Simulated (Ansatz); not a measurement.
Rows from a G0W0 calculation on BaTiO3 (Pm-3m) (Ansatz 0.2.0; G0W0 on PBE, plane waves, PAW; PAW set soft_1; 4×4×4 mesh, 268 empty bands, screening to 50 eV, PAW set soft_1 files), in eV. Spin-orbit coupling is left out.

```csv
row,k,band,start,Σx,Σc at the solution,Vxc
A,"(-0.500, -0.500, -0.500)",v1,10.237,-25.849,4.930,-20.773
B,Γ,v1,10.134,-26.032,4.633,-21.278
C,Γ,c1,12.028,-12.629,-6.305,-20.284
D,"(-0.500, -0.500, -0.500)",c1,14.413,-14.703,-7.544,-23.702
```

**Question.** Work out each quasiparticle level and how far it moved.

The quasiparticle equation reads E = start + Σx + Σc(E) − Vxc.

```csv
row,E (eV),shift (eV)
A,10.092,−0.146
B,10.013,−0.121
C,13.378,+1.350
D,15.868,+1.455
```

Limits: not at the basis limit; no spin-orbit coupling; coarse k mesh.

[Paths, hosts, dates, memory and timing lines, banners, echoed tables and standing remarks are left out of the program output.]

[Logs are printed without paths, hosts, clocks, repeated set-up lines and the standing remarks that a program may print on its own settings, such as how far it seeks lower states.]

[Runs of the session that timed out or met a known fault of the program may be left out.]

[Cells called generated may have been cut or substituted from an entry of the Crystallography Open Database or the Materials Project.]

[Hosts, paths, dates, database ids (printed as entryN), source tags and the programs' standing remarks are cut or masked in the printed files.]
